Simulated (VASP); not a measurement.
Set up this calculation in VASP 6.6.1, as the native input.

| Property | Result |
| --- | --- |
| Task | single point |
| Functional | PBEsol |
| Potentials or basis | VASP PAW PBE potentials, release 64 (Li_sv, O) |
| Cutoff | 520 eV |
| k mesh | 8 × 8 × 8 |
| Occupations | gaussian, width 0.02 eV |
| Spin | no spin polarisation |
| Dipole correction | no |
| Further INCAR settings | ALGO = Normal; EDIFF = 1e-07; NBANDS = 13 |

The structure of Li2O lies in POSCAR:

```
Li2O
1.0
    0.0000000000      2.2899256073      2.2899256073
    2.2899256073      0.0000000000      2.2899256073
    2.2899256073      2.2899256073      0.0000000000
Li O
2 1
Direct
    0.2500000000      0.2500000000      0.2500000000
    0.7500000000      0.7500000000      0.7500000000
    0.0000000000      0.0000000000      0.0000000000
```

The input as run:

INCAR

```
SYSTEM = Li2O
PREC = Accurate
ENCUT = 520
EDIFF = 1E-7
ISMEAR = 0
SIGMA = 0.02
LREAL = .FALSE.
LASPH = .TRUE.
NELM = 100
ALGO = Normal
ISIF = 2
LWAVE = .FALSE.
LCHARG = .FALSE.
GGA = PS
NBANDS = 13
```

KPOINTS

```
regular mesh
0
G
  8 8 8
  0 0 0
```

Potentials or basis: VASP PAW PBE potentials, release 64 (Li_sv, O).

The run is started by

```console
$ cat potpaw_PBE.64/Li_sv/POTCAR potpaw_PBE.64/O/POTCAR > POTCAR
$ mpirun -np 1 vasp_std > vasp.out
```

It gave:

```json
{
  "Band gap on the k mesh": "4.86 eV, indirect (least direct gap 5.36 eV)"
}
```

Wall time 5.6 s on 1 thread of Intel(R) Xeon(R) Platinum 8488C (Sapphire Rapids) (shared host), peak memory 0.13 GiB.
